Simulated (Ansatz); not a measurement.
Structure: HfO₂ on the sites of the cubic fluorite structure (relaxed group Fm-3m), at its r2SCAN minimum. The symmetry is Fm-3m (No. 225, cubic); a = 5.058 Å in the conventional setting, 10.79 Å³ an atom. Hf is surrounded by 8 O at 2.19 Å; O is surrounded by 4 Hf at 2.19 Å.

```cif
data_structure
_symmetry_space_group_name_H-M 'P 1'
_symmetry_Int_Tables_number 1
_cell_length_a 3.5768
_cell_length_b 3.5768
_cell_length_c 3.5768
_cell_angle_alpha 60.000
_cell_angle_beta 60.000
_cell_angle_gamma 60.000
_cell_volume 32.36
loop_
_atom_site_label
_atom_site_type_symbol
_atom_site_fract_x
_atom_site_fract_y
_atom_site_fract_z
_atom_site_occupancy
Hf1 Hf 0.00000 0.00000 0.00000 1
O1 O 0.75000 0.75000 0.75000 1
O2 O 0.25000 0.25000 0.25000 1
```

The questions ask for values computed with Ansatz on this geometry. The cell comes from a prototype generator: it can be a known phase or a hypothetical one. No magnetic order is allowed.

Task: What gap does PBE give, and where are the band edges?

Result: PBE gives a direct gap of 3.80 eV at X.

Task: Estimate the gap with PBE+SOC on 8×8×8.

Result: The PBE+SOC gap is direct at X: 3.81 eV. The gap differs by +0.01 eV from PBE's.

Task: What does r2SCAN give for the gap (8×8×8 mesh)?

Result: The r2SCAN gap is direct at X: 4.30 eV. The gap differs by +0.50 eV from PBE's.

Task: How does the gap change from PBE to HSE06 (6×6×6)?

Result: The HSE06 gap is direct at X: 5.41 eV. The gap differs by +1.61 eV from PBE's.

Task: What does PBE0 give for the gap (6×6×6 mesh)?

Result: PBE0 gives a direct gap of 6.16 eV at X. The gap differs by +2.36 eV from PBE's.

Task: What does G0W0@PBE with 96 empty bands, a screening cutoff of 120 eV and a 6×6×6 mesh give?

Result: 5.12 eV (the shift on the mesh added to PBE's least gap). G0W0 moves the gap on the mesh from 3.80 eV (PBE) to 5.12 eV (direct at X). Renormalisation factors Z lie between 0.76 and 0.82. No extrapolation in bands, cutoff or mesh was made for G0W0.

Task: What do these levels agree on?

Result: Taking G0W0@PBE (96 empty bands, 120 eV, 6×6×6), 5.12 eV, as the yardstick (a computed one, not at the basis limit), HSE06 comes nearest, +0.29 eV off. The others: r2SCAN -0.82, PBE0 +1.04, PBE -1.32 eV. The yardstick's own error is a tenth of an eV or more. r2SCAN covers 31 % of the step from PBE to HSE06. Spin-orbit coupling moves the least or the direct gap by up to 0.01 eV, so it can be left out where a tenth of an eV counts. All these functionals give a gap of the same kind, direct.

Only the levels marked +SOC include spin-orbit coupling.

The meshes of the hybrids are coarse, so their gaps aren't converged to the digits shown.
